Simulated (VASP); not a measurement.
# Mg2Sn (Fm-3m) in VASP: notebook, part 2 of 2

VASP 6.6.1. The steps go on from the part before.

### Step 4. Relaxation of cell and atoms, PBE

INCAR

```
  ALGO = Normal
  EDIFF = 1E-7
  EDIFFG = -0.005
  ENCUT = 600
  GGA = PE
  IBRION = 2
  ISIF = 3
  ISMEAR = 0
  LASPH = T
  LCHARG = F
  LREAL = F
  LWAVE = F
  NELM = 100
  NSW = 90
  PREC = Accurate
  SIGMA = 0.1
```

KPOINTS

```
k-points
0
Gamma
  12 12 12
```

POSCAR

```
Mg2Sn
1.0
    0.0000000000      3.3801536900      3.3801536900
    3.3801536900      0.0000000000      3.3801536900
    3.3801536900      3.3801536900      0.0000000000
Mg Sn
2 1
Direct
    0.2500000000      0.2500000000      0.2500000000
    0.7500000000      0.7500000000      0.7500000000
    0.0000000000      0.0000000000      0.0000000000
```

Potentials or basis: VASP PAW PBE potentials, release 64 (Mg, Sn_d).

Run with:

```bash
cat potpaw_PBE.64/Mg/POTCAR potpaw_PBE.64/Sn_d/POTCAR > POTCAR
mpirun -np 1 vasp_std > vasp.out
```

OUTCAR:

```text
EDIFF = 1E-7
   EDIFFG = -0.005
   ENCUT = 600
   GGA = PE
   IBRION = 2
   ISIF = 3
   ISMEAR = 0
   LASPH = T
   LREAL = F
   NELM = 100
   NSW = 90
   PREC = Accurate

 ion  position               nearest neighbor table
   1  0.250  0.250  0.250-   3 2.93   3 2.93   3 2.93   3 2.93   2 3.38   2 3.38   2 3.38   2 3.38
                             2 3.38   2 3.38
   2  0.750  0.750  0.750-   3 2.93   3 2.93   3 2.93   3 2.93   1 3.38   1 3.38   1 3.38   1 3.38
                             1 3.38   1 3.38
   3  0.000  0.000  0.000-   2 2.93   2 2.93   2 2.93   1 2.93   2 2.93   1 2.93   1 2.93   1 2.93

  LATTYP: Found a face centered cubic cell.
 ALAT       =     6.7603073800

  Lattice vectors:

 A1 = (   0.0000000000,   3.3801536900,   3.3801536900)
 A2 = (   3.3801536900,   0.0000000000,   3.3801536900)
 A3 = (   3.3801536900,   3.3801536900,   0.0000000000)

Analysis of symmetry for initial positions (statically):
=====================================================================
 Subroutine PRICEL returns:
 Original cell was already a primitive cell.

 Routine SETGRP: Setting up the symmetry group for a
 face centered cubic supercell.

 Subroutine GETGRP returns: Found 48 space group operations
 (whereof 48 operations were pure point group operations)
 out of a pool of 48 trial point group operations.

The static configuration has the point symmetry O_h .

Analysis of symmetry for dynamics (positions and initial velocities):
=====================================================================
 Subroutine PRICEL returns:
 Original cell was already a primitive cell.

 Routine SETGRP: Setting up the symmetry group for a
 face centered cubic supercell.

 Subroutine GETGRP returns: Found 48 space group operations
 (whereof 48 operations were pure point group operations)
 out of a pool of 48 trial point group operations.

The dynamic configuration has the point symmetry O_h .

 Subroutine INISYM returns: Found 48 space group operations
 (whereof 48 operations are pure point group operations),
 and found     1 'primitive' translations

[... 139 lines left out ...]

 Free energy of the ion-electron system (eV)
  ---------------------------------------------------
  ext. energy  EPLUGINS =         0.00000000
  ---------------------------------------------------
  free energy    TOTEN  =        -7.43009975 eV

  energy without entropy =       -7.42857504  energy(sigma->0) =       -7.42933740

------------------------ aborting loop because EDIFF is reached ----------------------------------------

  FORCE on cell =-STRESS in cart. coord.  units (eV):
  Direction    XX          YY          ZZ          XY          YZ          ZX
  --------------------------------------------------------------------------------------
  -------------------------------------------------------------------------------------
  Total        0.4778210      0.4778210      0.4778210      0.0000000     -0.0000000     -0.0000000
  in kB        9.9114338      9.9114338      9.9114338      0.0000000     -0.0000000     -0.0000000
  external PRESSURE =       9.9114338 kB  Pullay stress =       0.0000000 kB
[... 61 lines left out ...]
--------------------------------------- Ionic step        3  -------------------------------------------

 number of electron      18.0000004 magnetization

 Free energy of the ion-electron system (eV)
  ---------------------------------------------------
  ext. energy  EPLUGINS =         0.00000000
  ---------------------------------------------------
  free energy    TOTEN  =        -7.43497895 eV

  energy without entropy =       -7.43335516  energy(sigma->0) =       -7.43416706

 E-fermi :   4.0846     XC(G=0):  -8.6826

 val. band max:        4.0764554441   @ k =  -0.0833   0.0833   0.0000
 cond. band min:       4.1306088285   @ k =   0.0000   0.0000   0.0000
 fundamental gap:      0.0541533844
 Fermi energy:         4.0846426938

 k-point     1 :       0.0000    0.0000    0.0000
  band No.  band energies     occupation
      1     -16.8363      2.00000
      2     -16.8363      2.00000
      3     -16.8363      2.00000
      4     -16.7999      2.00000
      5     -16.7999      2.00000
      6      -4.8822      2.00000
      7       4.1306      0.51565
      8       4.1306      0.51565
      9       4.1306      0.51565
     10       5.4264      0.00000
     11       6.2440      0.00000
     12       6.2440      0.00000
     13       6.2440      0.00000
[... 354 lines left out ...]
  band No.  band energies     occupation
      1     -16.8352      2.00000
      2     -16.8336      2.00000
      3     -16.8326      2.00000
      4     -16.7996      2.00000
      5     -16.7991      2.00000
      6      -3.5299      2.00000
      7      -0.3725      2.00000
      8       1.8335      2.00000
      9       3.0077      2.00000
     10       5.2617      0.00000
     11       6.6925      0.00000
     12       7.0866      0.00000
     13       9.3104      0.00000

 [... further k-points ...]
[... 5 lines left out ...]
  --------------------------------------------------------------------------------------
  -------------------------------------------------------------------------------------
  Total        0.0031484      0.0031484      0.0031484     -0.0000000      0.0000000     -0.0000000
  in kB        0.0639052      0.0639052      0.0639052     -0.0000000      0.0000000     -0.0000000
  external PRESSURE =       0.0639052 kB  Pullay stress =       0.0000000 kB
[... 18 lines left out ...]
  FREE ENERGIE OF THE ION-ELECTRON SYSTEM (eV)
  ---------------------------------------------------
  free  energy   TOTEN  =        -7.4349789502 eV

  energy  without entropy=       -7.4333551632  energy(sigma->0) =       -7.43416706

 reached required accuracy - stopping structural energy minimisation
```

OSZICAR:

```text
N       E                     dE             d eps       ncg     rms          rms(c)
DAV:   1     0.926352714108E+02    0.92635E+02   -0.92491E+03  1872   0.159E+03
DAV:   2    -0.235117954331E+00   -0.92870E+02   -0.90803E+02  1907   0.330E+02
[... 24 lines left out ...]
DAV:   1    -0.743524499734E+01   -0.27953E-03   -0.55501E-03  2342   0.125E+00    0.843E-02
DAV:   2    -0.743502223572E+01    0.22276E-03   -0.41915E-04  2262   0.343E-01    0.377E-02
DAV:   3    -0.743497938422E+01    0.42851E-04   -0.11408E-04  2357   0.171E-01    0.736E-03
DAV:   4    -0.743497833657E+01    0.10477E-05   -0.51616E-06  2062   0.220E-02    0.213E-03
DAV:   5    -0.743497851009E+01   -0.17352E-06   -0.31161E-07  2257   0.493E-03    0.826E-04
DAV:   6    -0.743497887045E+01   -0.36037E-06   -0.10935E-07  1061   0.548E-03    0.250E-04
DAV:   7    -0.743497895022E+01   -0.79761E-07   -0.11648E-08  1031   0.113E-03
   3 F= -.74349790E+01 E0= -.74341671E+01  d E =-.487920E-02
```

It took 2.3 min on 1 thread of AMD EPYC 9R14 (Zen 4), shared host; peak memory 0.28 GiB.

What came out:

| Quantity | Value |
| --- | --- |
| Free energy | -7.4350 eV |
| Relaxed volume | 26.31 Å³/atom |
| Relaxed cell | a = 4.815 Å, b = 4.815 Å, c = 4.815 Å, α = 60.00°, β = 60.00°, γ = 60.00° |
| Space group after relaxing (to 0.05 Å) | Fm-3m (No. 225) |
| Energy gained by relaxing | 1.6 meV/atom |
| Ionic steps | 3 |
| Pressure after relaxing | 0.0 GPa |
| Band gap on the k mesh | none (metal or under the smearing width) |

Step by step:
```
step  energy change (eV)  largest force (eV/Å)  pressure (GPa)  volume (Å³)
   1              0.0000                0.0000            0.99        77.24
   2             -0.0049                0.0000           -0.05        79.03
   3             -0.0049                0.0000            0.01        78.93
```

Final structure:
```
CELL_PARAMETERS angstrom
0.00000 3.40468 3.40468
3.40468 0.00000 3.40468
3.40468 3.40468 0.00000
ATOMIC_POSITIONS crystal
Mg 0.25000 0.25000 0.25000
Mg 0.75000 0.75000 0.75000
Sn 0.00000 0.00000 0.00000
```

Caveat: this crystal is a semiconductor, whose small gap the functional closes, so the metal is an error of the method.

### Step 5. Summary

| level | potentials or basis | gap on the mesh (eV) | pressure (GPa) | relaxed volume (Å³/atom) |
| --- | --- | --- | --- | --- |
| PBEsol | VASP PAW PBE potentials, release 64 (Mg, Sn_d) | none | 0.0 | 25.53 |
| LDA | VASP PAW LDA potentials, release 64 (Mg, Sn_d) | none | 0.0 | 24.51 |
| PBE | VASP PAW PBE potentials, release 64 (Mg, Sn_d) | none | 0.0 | 26.31 |

Alike in all rows: task relaxation of cell and atoms; no spin polarisation; cell relaxed; k mesh 12 × 12 × 12; cutoff (eV) 600; smearing gaussian 0.1 eV.

Caveats: this crystal is a semiconductor, whose small gap the functional closes, so the metal is an error of the method; the PAW data sets were made with another functional, which shifts forces and pressure a little (some runs).

Total energies depend on the potentials used, so only differences within one code and one set of settings carry meaning.
